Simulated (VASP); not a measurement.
# SiC (P6_3mc) in VASP: settings compared

The runs below take SiC through relaxation of cell and atoms, with PBE+D3(BJ), PBEsol, PBE.

Program: VASP 6.6.1. These are calculated values, not measurements. Logs are shortened: lines on timing, memory, paths and dates and some standing lists are left out, and cuts for length are marked.

### 1 The structure

The structure is hexagonal, space group P6_3mc (No. 186). Conventional cell: a = 3.076 Å, b = 3.076 Å, c = 10.071 Å, α = 90.00°, β = 90.00°, γ = 120.00°. Si (site symmetry 3m) is surrounded by 4 C at 1.88 to 1.89 Å. Si (site symmetry 3m) is surrounded by 4 C at 1.88 to 1.89 Å. C (site symmetry 3m) is surrounded by 4 Si at 1.88 to 1.89 Å. Around C (site symmetry 3m) lie 4 Si at 1.88 to 1.89 Å.

The cell is a database's computed one.

### 2 Relaxation of cell and atoms, PBE+D3(BJ)

Contents of INCAR:

```
SYSTEM = SiC
  PREC = Accurate
  ENCUT = 600
  EDIFF = 1E-6
  ISMEAR = 0
  SIGMA = 0.03
  LREAL = .False.
  LASPH = .True.
  NELM = 80
  ALGO = Normal
  ISIF = 3
  LWAVE = .False.
  LCHARG = .False.
  GGA = PE
  IVDW = 12
  IBRION = 2
  NSW = 90
  EDIFFG = -0.01
  KPAR = 2
```

Contents of KPOINTS:

```
regular mesh
0
Gamma
  12 12 3
  0 0 0
```

Contents of POSCAR:

```
SiC
1.0
    3.0756941500      0.0000000000      0.0000000000
   -1.5378470700      2.6636292700      0.0000000000
    0.0000000000      0.0000000000     10.0706464800
Si C
4 4
Direct
    0.6666666700      0.3333333300      0.9378419800
    0.3333333300      0.6666666700      0.4378419800
    0.0000000000      0.0000000000      0.6878943800
    0.0000000000      0.0000000000      0.1878943800
    0.6666666700      0.3333333300      0.7498025900
    0.3333333300      0.6666666700      0.2498025900
    0.0000000000      0.0000000000      0.5004600500
    0.0000000000      0.0000000000      0.0004600500
```

Potentials or basis: VASP PAW PBE potentials, release 64 (Si, C).

Command:

```console
> cat potpaw_PBE.64/Si/POTCAR potpaw_PBE.64/C/POTCAR > POTCAR
> mpirun -np 2 vasp_std > vasp.out
```

OUTCAR:

```text
SYSTEM = SiC
   PREC = Accurate
   ENCUT = 600
   EDIFF = 1E-6
   ISMEAR = 0
   LREAL = .False.
   LASPH = .True.
   NELM = 80
   ISIF = 3
   GGA = PE
   IVDW = 12
   IBRION = 2
   NSW = 90
   EDIFFG = -0.01
 IVDW          = 12

 ion  position               nearest neighbor table
   1  0.667  0.333  0.938-   8 1.88   8 1.88   8 1.88   5 1.89   3 3.08   3 3.08   3 3.08   4 3.08
                             4 3.08   4 3.08
   2  0.333  0.667  0.438-   7 1.88   7 1.88   7 1.88   6 1.89   4 3.08   4 3.08   4 3.08   3 3.08
                             3 3.08   3 3.08
   3  0.000  0.000  0.688-   5 1.88   5 1.88   5 1.88   7 1.89   1 3.08   1 3.08   1 3.08   2 3.08
                             2 3.08   2 3.08
   4  0.000  0.000  0.188-   6 1.88   6 1.88   6 1.88   8 1.89   2 3.08   2 3.08   2 3.08   1 3.08
                             1 3.08   1 3.08
   5  0.667  0.333  0.750-   3 1.88   3 1.88   3 1.88   1 1.89
   6  0.333  0.667  0.250-   4 1.88   4 1.88   4 1.88   2 1.89
   7  0.000  0.000  0.500-   2 1.88   2 1.88   2 1.88   3 1.89
   8  0.000  0.000  0.000-   1 1.88   1 1.88   1 1.88   4 1.89

  LATTYP: Found a hexagonal cell.
 ALAT       =     3.0756941500
 C/A-ratio  =     3.2742678527

  Lattice vectors:

 A1 = (   3.0756941500,   0.0000000000,   0.0000000000)
 A2 = (  -1.5378470700,   2.6636292700,   0.0000000000)
 A3 = (   0.0000000000,   0.0000000000,  10.0706464800)

Analysis of symmetry for initial positions (statically):
=====================================================================
 Subroutine PRICEL returns:
 Original cell was already a primitive cell.

 Routine SETGRP: Setting up the symmetry group for a
 hexagonal supercell.

 Subroutine GETGRP returns: Found 12 space group operations
 (whereof  6 operations were pure point group operations)
 out of a pool of 24 trial point group operations.

The static configuration has the point symmetry C_3v.
 The point group associated with its full space group is C_6v.

Analysis of symmetry for dynamics (positions and initial velocities):
=====================================================================
 Subroutine PRICEL returns:
 Original cell was already a primitive cell.

 Routine SETGRP: Setting up the symmetry group for a
 hexagonal supercell.

 Subroutine GETGRP returns: Found 12 space group operations
 (whereof  6 operations were pure point group operations)
 out of a pool of 24 trial point group operations.

The dynamic configuration has the point symmetry C_3v.
 The point group associated with its full space group is C_6v.

 Subroutine INISYM returns: Found 12 space group operations
 (whereof  6 operations are pure point group operations),
 and found     1 'primitive' translations

----------------------------------------------------------------------------------------

                                     Primitive cell

  volume of cell :      82.5039

  direct lattice vectors                    reciprocal lattice vectors
     3.075694150  0.000000000  0.000000000     0.325129857  0.187713810  0.000000000
    -1.537847070  2.663629270  0.000000000     0.000000000  0.375427621  0.000000000
     0.000000000  0.000000000 10.070646480     0.000000000  0.000000000  0.099298491

  length of vectors
     3.075694150  3.075694149 10.070646480     0.375427621  0.375427621  0.099298491

  position of ions in fractional coordinates (direct lattice)
     0.666666670  0.333333330  0.937841980
     0.333333330  0.666666670  0.437841980
     0.000000000  0.000000000  0.687894380
     0.000000000  0.000000000  0.187894380
     0.666666670  0.333333330  0.749802590
     0.333333330  0.666666670  0.249802590
     0.000000000  0.000000000  0.500460050
     0.000000000  0.000000000  0.000460050

  ion indices of the primitive-cell ions
   primitive index   ion index
                 1           1
                 2           2
                 3           3
                 4           4
                 5           5
                 6           6
                 7           7
                 8           8

----------------------------------------------------------------------------------------

 KPOINTS: regular mesh

Automatic generation of k-mesh.
 Grid dimensions read from file:
 generate k-points for:   12   12    3

 Generating k-lattice:

  Cartesian coordinates                     Fractional coordinates (reciprocal lattice)
     0.027094155  0.015642817  0.000000000     0.083333333  0.000000000  0.000000000
     0.000000000  0.031285635  0.000000000     0.000000000  0.083333333  0.000000000
     0.000000000  0.000000000  0.033099497     0.000000000  0.000000000  0.333333333

  Length of vectors
     0.031285635  0.031285635  0.033099497

  Shift w.r.t. Gamma in fractional coordinates (k-lattice)
     0.000000000  0.000000000  0.000000000

 Subroutine IBZKPT returns following result:
 ===========================================

 Found     38 irreducible k-points:

 Following reciprocal coordinates:
            Coordinates               Weight
  0.000000  0.000000  0.000000      1.000000
  0.083333  0.000000  0.000000      6.000000
  0.166667  0.000000  0.000000      6.000000
  0.250000  0.000000  0.000000      6.000000
  0.333333  0.000000  0.000000      6.000000
  0.416667  0.000000  0.000000      6.000000
[... 16 lines left out ...]
  0.250000  0.000000  0.333333     12.000000
  0.333333  0.000000  0.333333     12.000000
 [... further k-points ...]
   k-points           NKPTS =     38   k-points in BZ     NKDIM =     38   number of bands    NBANDS=     21
   number of dos      NEDOS =    301   number of ions     NIONS =      8
   total plane-waves  NPLWV =  62720
   dimension x,y,z NGX =    28 NGY =   28 NGZ =   80
   dimension x,y,z NGXF=    56 NGYF=   56 NGZF=  160
   ions per type =               4   4
   NGX,Y,Z   is equivalent  to a cutoff of  15.13, 15.13, 13.21 a.u.
   NGXF,Y,Z  is equivalent  to a cutoff of  30.27, 30.27, 26.41 a.u.
 SYSTEM =  SiC
   PREC   = accura    normal or accurate (medium, high low for compatibility)
   ISTART =      0    job   : 0-new  1-cont  2-samecut
   ICHARG =      2    charge: 1-file 2-atom 10-const
   ISPIN  =      1    spin polarized calculation?
   LNONCOLLINEAR =      F non collinear calculations
   LSORBIT =      F    spin-orbit coupling
   LASPH  =      T    aspherical Exc in radial PAW
   ENCUT  =  600.0 eV  44.10 Ry    6.64 a.u.   6.14  6.14 20.11*2*pi/ulx,y,z
   NELM   =     80;   NELMIN=  2; NELMDL= -5     # of ELM steps
   EDIFF  = 0.1E-05   stopping-criterion for ELM
   LREAL  =      F    real-space projection
   EDIFFG = -.1E-01   stopping-criterion for IOM
   NSW    =     90    number of steps for IOM
   IBRION =      2    ionic relax: 0-MD 1-quasi-New 2-CG
   NFREE  =      1    steps in history (QN), initial steepest desc. (CG)
   ISIF   =      3    stress and relaxation
   ISYM   =      2    0-nonsym 1-usesym 2-fastsym
   POTIM  = 0.5000    time-step for ionic-motion
   TEBEG  =    0.0;   TEEND  =   0.0 temperature during run
   PSTRESS=    0.0 pullay stress
   NELECT =      32.0000    total number of electrons
   NUPDOWN=      -1.0000    fix difference up-down
   EMIN   =  10.00;   EMAX   =-10.00  energy-range for DOS
   EFERMI =   0.00;   METHOD = LEGACY
   ISMEAR =     0;   SIGMA  =   0.03  broadening in eV -4-tet -1-fermi 0-gaus
   EFERMI_NEDOS =   21; number of points for ismear=-14 and -15
   IALGO  =     38    algorithm
   IMIX   =      4    mixing-type and parameters
     AMIX     =   0.40;   BMIX     =  1.00
     AMIX_MAG =   1.60;   BMIX_MAG =  1.00
  volume/ion in A,a.u.               =      10.31        69.60
  Fermi-wavevector in a.u.,A,eV,Ry     =   1.193897  2.256138 19.393597  1.425389
  Thomas-Fermi vector in A             =   2.329900
   LORBIT       =      0    0 simple, 1 ext, 2 COOP (PROOUT), +10 PAW based schemes
   GGA     = PE    functional components
   LHFCALC =     F    Hartree Fock is set to
   AEXX    =    0.0000 exact exchange contribution
   IVDW    =    12    specifies the selected vdW correction
   LEPSILON=     F    determine dielectric tensor
   LRPA    =     F    only Hartree local field effects (RPA)
 conjugate gradient relaxation of ions
 non-spin polarized calculation
 Gauss-broadening in eV      SIGMA  =   0.03
  energy-cutoff  :      600.00
  volume of cell :       82.50
 maximum number of plane-waves:      2790
 NGX is ok and might be reduce to    28
   NGX = 13   NGY = 13   NGZ = 41

--------------------------------------- Ionic step        1  -------------------------------------------

 number of electron      32.0000001 magnetization

 Free energy of the ion-electron system (eV)
  ---------------------------------------------------
  ext. energy  EPLUGINS =         0.00000000
  ---------------------------------------------------
  free energy    TOTEN  =       -60.23697631 eV

  energy without entropy =      -60.23697631  energy(sigma->0) =      -60.23697631

------------------------ aborting loop because EDIFF is reached ----------------------------------------

 Edisp (eV)   -2.41466

 E8    (eV) :    -0.9069

  FORCE on cell =-STRESS in cart. coord.  units (eV):
  Direction    XX          YY          ZZ          XY          YZ          ZX
  --------------------------------------------------------------------------------------
  -------------------------------------------------------------------------------------
  Total      -0.48698    -0.48698    -0.54055    -0.00000     0.00000     0.00000
  in kB      -9.45684    -9.45684   -10.49725    -0.00000     0.00000     0.00000
  external pressure =       -9.80 kB  Pullay stress =        0.00 kB
[... 73 lines left out ...]
  energy  without entropy=      -62.6515623774  energy(sigma->0) =      -62.65156238

--------------------------------------- Ionic step        3  -------------------------------------------

 number of electron      32.0000001 magnetization

 Free energy of the ion-electron system (eV)
  ---------------------------------------------------
  ext. energy  EPLUGINS =         0.00000000
  ---------------------------------------------------
  free energy    TOTEN  =       -60.22713810 eV

  energy without entropy =      -60.22713810  energy(sigma->0) =      -60.22713810

 E-fermi :   8.4010     XC(G=0): -11.3870

 val. band max:        8.2612490447   @ k =   0.0000   0.0000   0.0000
 cond. band min:      10.4884999391   @ k =   0.5000   0.0000   0.0000
 fundamental gap:      2.2272508944
 Fermi energy:         8.4010255918

 k-point     1 :       0.0000    0.0000    0.0000
  band No.  band energies     occupation
      1      -7.2806      2.00000
      2      -6.0961      2.00000
      3      -6.0592      2.00000
      4      -3.6858      2.00000
      5      -0.3918      2.00000
      6       3.8669      2.00000
[... 550 lines left out ...]
      5       1.0350      2.00000
      6       1.4009      2.00000
[... 13 lines left out ...]
     20      13.5810      0.00000
     21      14.1091      0.00000

 [... further k-points ...]

------------------------ aborting loop because EDIFF is reached ----------------------------------------

 Edisp (eV)   -2.42565

 E8    (eV) :    -0.9110

  FORCE on cell =-STRESS in cart. coord.  units (eV):
  Direction    XX          YY          ZZ          XY          YZ          ZX
  --------------------------------------------------------------------------------------
  -------------------------------------------------------------------------------------
  Total       0.00913     0.00913    -0.00001     0.00000     0.00000     0.00000
  in kB       0.17801     0.17801    -0.00012     0.00000     0.00000     0.00000
  external pressure =        0.12 kB  Pullay stress =        0.00 kB
[... 23 lines left out ...]
  FREE ENERGIE OF THE ION-ELECTRON SYSTEM (eV)
  ---------------------------------------------------
  free  energy   TOTEN  =       -62.6527867497 eV

  energy  without entropy=      -62.6527867497  energy(sigma->0) =      -62.65278675

 reached required accuracy - stopping structural energy minimisation
```

Wall time 42 s (2 MPI ranks of Intel Xeon 6975P-C (Granite Rapids), shared host); peak memory 0.27 GiB.

What came out:

```
Free energy                            : -62.6528 eV
Relaxed volume                         : 10.27 Å³/atom
Relaxed cell                           : a = 3.071 Å, b = 3.071 Å, c = 10.054 Å, α = 90.00°, β = 90.00°, γ = 120.00°
Space group after relaxing (to 0.05 Å) : P6_3mc (No. 186)
Energy gained by relaxing              : 0.1 meV/atom
Ionic steps                            : 3
Pressure after relaxing                : 0.0 GPa
Band gap on the k mesh                 : 2.23 eV, indirect (least direct gap 3.35 eV)
Dispersion energy per atom             : -0.303 eV
```

Forces on the atoms (eV/Å):
```
Si   0.000  0.000  0.000
Si   0.000  0.000  0.000
Si   0.000  0.000  0.002
Si   0.000  0.000  0.002
C    0.000  0.000  0.000
C    0.000  0.000  0.000
C    0.000  0.000 -0.002
C    0.000  0.000 -0.002
```

The path:
```tsv
step	energy change (eV)	largest force (eV/Å)	pressure (GPa)	volume (Å³)
1	0.0000	0.0054	-0.98	82.50
2	0.0001	0.0054	1.04	81.75
3	-0.0012	0.0025	0.01	82.13
```

Final structure:
```
Si C
1.0
     3.07122    0.00000    0.00000
    -1.53561    2.65975    0.00000
     0.00000    0.00000   10.05438
Si C
4 4
Cartesian
  1.5356 0.8866 9.4293
  0.0000 1.7732 4.4021
  0.0000 0.0000 6.9164
  0.0000 0.0000 1.8892
  1.5356 0.8866 7.5389
  0.0000 1.7732 2.5117
  3.0712 0.0000 5.0318
  0.0000 0.0000 0.0046
```

Levels at points of the mesh, in eV from the valence-band top:
| k point | band 12 | band 13 | band 14 | band 15 | band 16 | band 17 | band 18 | band 19 | band 20 | band 21 |
| --- | --- | --- | --- | --- | --- | --- | --- | --- | --- | --- |
| (0.00, 0.00, 0.00) | -0.58 | -0.58 | -0.05 | 0.00 | 0.00 | 5.15 | 5.73 | 6.37 | 6.38 | 7.02 |
| (0.50, 0.00, 0.00) | -2.40 | -2.37 | -2.23 | -1.58 | -1.12 | 2.23 | 2.36 | 4.25 | 4.79 | 5.33 |

Caveat: an odd mesh through Γ misses points on the zone boundary, where band edges often lie. PBE gaps usually lie below the measured ones, often by a third to a half.

### 3 Relaxation of cell and atoms, PBE+D3(BJ)

This run uses another cell than the first one, of 10.27 Å³/atom, 0.995 times its volume.

INCAR: that of step 2 with these lines changed.

```diff
@@ -3,3 +3,3 @@
   ENCUT = 600
-  EDIFF = 1E-6
+  EDIFF = 1E-7
   ISMEAR = 0
@@ -17,3 +17,3 @@
   NSW = 90
-  EDIFFG = -0.01
+  EDIFFG = -0.005
   KPAR = 2
```

KPOINTS is that of step 2.

Contents of POSCAR:

```
SiC                                     
1.0
    3.0712188384     -0.0000000000      0.0000000000
   -1.5356094142      2.6597535365      0.0000000000
    0.0000000000      0.0000000000     10.0543809996
  Si              C             
     4     4
Direct
     0.6666666699999979    0.3333333300000021    0.9378305575723400
     0.3333333300000021    0.6666666699999979    0.4378305575723400
     0.0000000000000000    0.0000000000000000    0.6878970924850483
     0.0000000000000000    0.0000000000000000    0.1878970924850483
     0.6666666699999979    0.3333333300000021    0.7498154386637399
     0.3333333300000021    0.6666666699999979    0.2498154386637398
     1.0000000000000000    0.0000000000000000    0.5004559112788792
     0.0000000000000000    0.0000000000000000    0.0004559112788792
```

Potentials or basis: VASP PAW PBE potentials, release 64 (Si, C).

Command:

```console
> cat potpaw_PBE.64/Si/POTCAR potpaw_PBE.64/C/POTCAR > POTCAR
> mpirun -np 2 vasp_std > vasp.out
```

It took 20 s on 2 MPI ranks of Intel Xeon 6975P-C (Granite Rapids), shared host; peak memory 0.25 GiB.

Results (log left out):

| Item | Value |
| --- | --- |
| Free energy | -62.6524 eV |
| Pressure after relaxing | 0.0 GPa |
| Band gap on the k mesh | 2.23 eV, indirect (least direct gap 3.35 eV) |
| Dispersion energy per atom | -0.303 eV |

Forces on the atoms (eV/Å):
```
Si   0.000  0.000  0.000
Si   0.000  0.000  0.000
Si   0.000  0.000  0.002
Si   0.000  0.000  0.002
C    0.000  0.000  0.000
C    0.000  0.000  0.000
C    0.000  0.000 -0.002
C    0.000  0.000 -0.002
```

Final structure:
```
CELL_PARAMETERS angstrom
3.07122 0.00000 0.00000
-1.53561 2.65975 0.00000
0.00000 0.00000 10.05438
ATOMIC_POSITIONS crystal
Si 0.66667 0.33333 0.93783
Si 0.33333 0.66667 0.43783
Si 0.00000 0.00000 0.68790
Si 0.00000 0.00000 0.18790
C 0.66667 0.33333 0.74982
C 0.33333 0.66667 0.24982
C 0.00000 0.00000 0.50046
C 0.00000 0.00000 0.00046
```

Levels at points of the mesh, in eV from the valence-band top:
| k point | band 13 | band 14 | band 15 | band 16 | band 17 | band 18 | band 19 | band 20 |
| --- | --- | --- | --- | --- | --- | --- | --- | --- |
| (0.00, 0.00, 0.00) | -0.58 | -0.05 | 0.00 | 0.00 | 5.15 | 5.73 | 6.37 | 6.38 |
| (0.50, 0.00, 0.00) | -2.37 | -2.23 | -1.58 | -1.12 | 2.23 | 2.36 | 4.25 | 4.79 |

Caveat: the relaxation stopped at its first step, so nothing moved; an odd mesh through Γ misses points on the zone boundary, where band edges often lie.

### 4 Relaxation of cell and atoms, PBEsol

Contents of INCAR:

```
SYSTEM = SiC
PREC = Accurate
ENCUT = 600
EDIFF = 1E-6
ISMEAR = 0
SIGMA = 0.03
LREAL = .FALSE.
LASPH = .TRUE.
NELM = 80
ALGO = Normal
ISIF = 3
LWAVE = .FALSE.
LCHARG = .FALSE.
GGA = PS
IBRION = 2
NSW = 90
EDIFFG = -0.01
KPAR = 2
```

Contents of KPOINTS:

```
Automatic mesh
0
G
  12 12 3
  0 0 0
```

Contents of POSCAR:

```
SiC
1.0
    3.0756941500      0.0000000000      0.0000000000
   -1.5378470700      2.6636292700      0.0000000000
    0.0000000000      0.0000000000     10.0706464800
Si C
4 4
Direct
    0.6666666700      0.3333333300      0.9378419800
    0.3333333300      0.6666666700      0.4378419800
    0.0000000000      0.0000000000      0.6878943800
    0.0000000000      0.0000000000      0.1878943800
    0.6666666700      0.3333333300      0.7498025900
    0.3333333300      0.6666666700      0.2498025900
    0.0000000000      0.0000000000      0.5004600500
    0.0000000000      0.0000000000      0.0004600500
```

Command:

```console
> cat potpaw_PBE.64/Si/POTCAR potpaw_PBE.64/C/POTCAR > POTCAR
> mpirun -np 2 vasp_std > vasp.out
```

Run time: 68 s. Hardware: 2 MPI ranks of Intel Xeon Platinum 8488C (Sapphire Rapids), shared host; peak memory 0.25 GiB.

The run converged. Its results:

```yaml
Free_energy: -63.6760 eV
Relaxed_volume: 10.34 Å³/atom
Relaxed_cell: a = 3.079 Å, b = 3.079 Å, c = 10.080 Å, α = 90.00°, β = 90.00°, γ = 120.00°
Space_group_after_relaxing_to_0.05_Å: P6_3mc (No. 186)
Energy_gained_by_relaxing: 0.1 meV/atom
Ionic_steps: 3
Pressure_after_relaxing: 0.0 GPa
Band_gap_on_the_k_mesh: 2.11 eV, indirect (least direct gap 3.23 eV)
```

Forces on the atoms (eV/Å):
```
Si   0.000  0.000  0.002
Si   0.000  0.000  0.002
Si   0.000  0.000  0.002
Si   0.000  0.000  0.002
C    0.000  0.000 -0.001
C    0.000  0.000 -0.001
C    0.000  0.000 -0.002
C    0.000  0.000 -0.002
```

Step by step:
```tsv
step	energy change (eV)	largest force (eV/Å)	pressure (GPa)	volume (Å³)
1	0.0000	0.0047	0.68	82.50
2	0.0001	0.0093	-0.73	83.03
3	-0.0005	0.0025	0.00	82.75
```

Final structure:
```cif
data_structure
_symmetry_space_group_name_H-M 'P 1'
_symmetry_Int_Tables_number 1
_cell_length_a 3.0790
_cell_length_b 3.0790
_cell_length_c 10.0796
_cell_angle_alpha 90.000
_cell_angle_beta 90.000
_cell_angle_gamma 120.000
_cell_volume 82.75
loop_
_atom_site_label
_atom_site_type_symbol
_atom_site_fract_x
_atom_site_fract_y
_atom_site_fract_z
_atom_site_occupancy
Si1 Si 0.66667 0.33333 0.93783 1
Si2 Si 0.33333 0.66667 0.43783 1
Si3 Si 0.00000 0.00000 0.68790 1
Si4 Si 0.00000 0.00000 0.18790 1
C1 C 0.66667 0.33333 0.74981 1
C2 C 0.33333 0.66667 0.24981 1
C3 C 0.00000 0.00000 0.50046 1
C4 C 0.00000 0.00000 0.00046 1
```

Levels at points of the mesh, in eV from the valence-band top:
| k point | band 14 | band 15 | band 16 | band 17 | band 18 | band 19 |
| --- | --- | --- | --- | --- | --- | --- |
| (0.00, 0.00, 0.00) | -0.05 | 0.00 | 0.00 | 5.03 | 5.60 | 6.24 |
| (0.50, 0.00, 0.00) | -2.23 | -1.59 | -1.13 | 2.11 | 2.24 | 4.11 |

Caveat: the PAW data sets were made with another functional, which shifts forces and pressure a little; an odd mesh through Γ misses points on the zone boundary, where band edges often lie.

[end of part 1 of 2]
